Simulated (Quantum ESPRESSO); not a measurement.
Crystal: Mg.

```xyz
2
Lattice="3.2093 0.0000 0.0000 -1.6046 2.7793 0.0000 0.0000 0.0000 5.2103" Properties=species:S:1:pos:R:3 pbc="T T T"
Mg    1.6047    0.9264    3.9077
Mg    0.0000    1.8529    1.3026
```

* Program: Quantum ESPRESSO 7.5
* Task: single point
* Functional: PBE
* Potentials or basis: SSSP 1.3 efficiency PBE
* Cutoff: 748 eV
* Density cutoff: 5987 eV
* k mesh: 10 × 10 × 5
* Occupations: fermi-dirac, width 0.05 eV
* Spin: no spin polarisation

On this cell: pressure -0.5 GPa; largest force under 0.003 eV/Å; band gap on the k mesh none (metal or under the smearing width).

The same run follows on a disturbed copy (atoms moved at random, drawn with an rms of 0.05 Å):

```xyz
2
Lattice="3.2093 0.0000 0.0000 -1.6046 2.7793 0.0000 0.0000 0.0000 5.2103" Properties=species:S:1:pos:R:3 pbc="T T T"
Mg    1.6123    0.9410    3.9302
Mg   -0.0125    1.8927    1.2669
```

Task: What changes?

Result: The energy (extrapolated to zero smearing) moves by +2.4 meV/atom; pressure -0.4 GPa; largest force 0.155 eV/Å; band gap on the k mesh none (metal or under the smearing width).

Forces on the atoms (eV/Å):
```
Mg  -0.013  0.017 -0.154
Mg   0.013 -0.017  0.154
```

Stress tensor (GPa, compression positive):
```
-0.91  0.05  0.01
 0.05 -0.77 -0.02
 0.01 -0.02  0.36
```
